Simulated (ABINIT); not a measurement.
Crystal: Al.

```xyz
1
Lattice="0.0000 2.0248 2.0248 2.0248 0.0000 2.0248 2.0248 2.0248 0.0000" Properties=species:S:1:pos:R:3 pbc="T T T"
Al    0.0000    0.0000    0.0000
```

| Property | Result |
| --- | --- |
| Program | ABINIT 10.8.3 (patched build) |
| Task | single point |
| Functional | PBEsol |
| Potentials or basis | PseudoDojo NC SR PBEsol v0.4.1 standard |
| Cutoff | 544 eV |
| k mesh | 11 × 11 × 11 |
| Occupations | fermi-dirac, width 0.05 eV |
| Spin | no spin polarisation |

On this cell: pressure -2.1 GPa; band gap on the k mesh none (metal or under the smearing width).

The same run follows on a disturbed copy (cell strained at random at fixed volume):

```
Al
1.0
     0.04789    1.96914    2.02685
     2.04326   -0.00835    2.08310
     2.04058    2.02271   -0.00568
Al
1
Cartesian
  0.0167 0.0547 -0.0153
```

What does the disturbed cell give?

The energy (extrapolated to zero smearing) moves by +4.7 meV/atom; pressure -1.9 GPa; band gap on the k mesh none (metal or under the smearing width).

Stress tensor (GPa, compression positive):
```
-0.99 -0.73 -1.16
-0.73 -1.08  1.52
-1.16  1.52 -3.54
```
